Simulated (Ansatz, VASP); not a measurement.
**Fe in VASP and in Ansatz**

The input INCAR:

```
PREC = Accurate
ENCUT = 520
EDIFF = 1E-6
ISMEAR = -1
SIGMA = 0.03
LREAL = False
LASPH = True
NELM = 150
ALGO = Normal
ISIF = 2
LWAVE = False
LCHARG = False
ISPIN = 2
MAGMOM = 3
LORBIT = 11
LMAXMIX = 4
GGA = PE
NBANDS = 14
```

KPOINTS

```
Automatic mesh
0
Gamma
  17 17 17
```

POSCAR

```
Fe
1.0
    0.0000000000      1.8458735502      1.8458735502
    1.8458735502      0.0000000000      1.8458735502
    1.8458735502      1.8458735502      0.0000000000
Fe
1
Direct
    0.0000000000      0.0000000000      0.0000000000
```

Input for Ansatz:

```yaml
crystal:
  lattice:
    - [0.0, 1.8458735502, 1.8458735502]
    - [1.8458735502, 0.0, 1.8458735502]
    - [1.8458735502, 1.8458735502, 0.0]
  atoms:
    - { symbol: Fe, position: [0.0, 0.0, 0.0], spin: 3.0 }
magnetization:
  spin_polarized: true
kpoints:
  mp_grid: { grid: [17, 17, 17] }
scf:
  occupations: { method: fermi_dirac, width: 0.03 }
hamiltonian:
  xc: pbe
  pseudopotentials: { kind: all_electron, lapw: { basis_error: 0.00025 } }
output:
  forces: true
  stress: true
  eigenvalues: true
```

Change from the starting cell: volume scaled by 1.03.

Alike in both runs: task single point; functional PBE; k mesh 17 × 17 × 17; occupations fermi-dirac, width 0.03 eV; collinear spin.

|  | VASP | Ansatz |
| --- | --- | --- |
| version | VASP 6.6.1 | Ansatz 0.2.0 |
| potentials or method | VASP PAW PBE potentials, release 64 (Fe) | all-electron LAPW, scalar-relativistic |
| plane-wave cutoff (eV) | 520 | see its input |

|  | VASP | Ansatz | Ansatz less VASP |
| --- | --- | --- | --- |
| pressure (GPa) | -6.3 | -6.2 | +0.12 |
| net moment per atom (μB) | 2.66 | 2.66 | +0.003 |
| size of the moment on the site where the two differ most (μB) | 2.66 | 2.71 | +0.049 |

Site moments also hang on the region over which each program counts them. Ansatz ran all-electron here, so the differences hold the error of VASP's frozen core and of both bases.
